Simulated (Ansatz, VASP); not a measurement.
# One calculation of Mo, two programs

The input INCAR:

```
SYSTEM = Mo
  PREC = Accurate
  ENCUT = 600
  EDIFF = 1E-7
  ISMEAR = 0
  SIGMA = 0.1
  LREAL = .False.
  LASPH = .True.
  NELM = 60
  ALGO = Normal
  ISIF = 3
  LWAVE = .False.
  LCHARG = .False.
  GGA = RP
  IBRION = 2
  NSW = 100
  EDIFFG = -0.005
```

The input KPOINTS:

```
regular mesh
0
Gamma
  18 18 18
  0 0 0
```

Contents of POSCAR:

```
Mo
1.0
   -1.5734150000      1.5734150000      1.5734150000
    1.5734150000     -1.5734150000      1.5734150000
    1.5734150000      1.5734150000     -1.5734150000
Mo
1
Direct
    0.0000000000      0.0000000000      0.0000000000
```

Input for Ansatz:

```yaml
crystal:
  lattice:
    - [-1.573415, 1.573415, 1.573415]
    - [1.573415, -1.573415, 1.573415]
    - [1.573415, 1.573415, -1.573415]
  atoms:
    - { symbol: Mo, position: [0.0, 0.0, 0.0] }
basis:
  ecutwfc: 420
kpoints:
  mp_grid: { grid: [18, 18, 18] }
hamiltonian:
  xc: rpbe
scf:
  occupations: { method: gaussian, width: 0.1 }
output:
  forces: true
  stress: true
  eigenvalues: true
  write_density: true
  write_potential: true
  elf: true
  volumetric_format: npy
relax:
  adjacent_minimum: "off"
  f_tol: 0.005
  max_steps: 80
  cell: { stress_tol: 0.05 }
```

Alike in both runs: task relaxation of cell and atoms; functional RPBE; k mesh 18 × 18 × 18; occupations gaussian, width 0.1 eV; no spin polarisation.

```csv
,VASP,Ansatz
version,VASP 6.6.1,Ansatz 0.2.0
potentials or method,"VASP PAW PBE potentials, release 64 (Mo_sv)","scalar-relativistic, plane waves, PAW"
plane-wave cutoff (eV),600,420
valence electrons in the cell,14,14
```

```csv
,VASP,Ansatz,Ansatz less VASP
"gap on the k mesh at the Fermi level, each at its own relaxed structure (eV)",none,none,-
relaxed volume (Å³/atom),16.02,16.00,-0.023
relaxed cell length with the largest relative difference (Å),2.751,2.749,-0.0013
energy change over the relaxation (meV/atom),-10,-9,+1.0
```

A gap of «none» marks a metal or a gap that the smearing closes.

Caveats: the PAW data sets were made with another functional, which shifts forces and pressure a little (VASP). RPBE and its kin give volumes clearly too large for solids. Zero-point motion and thermal expansion aren't in these numbers.
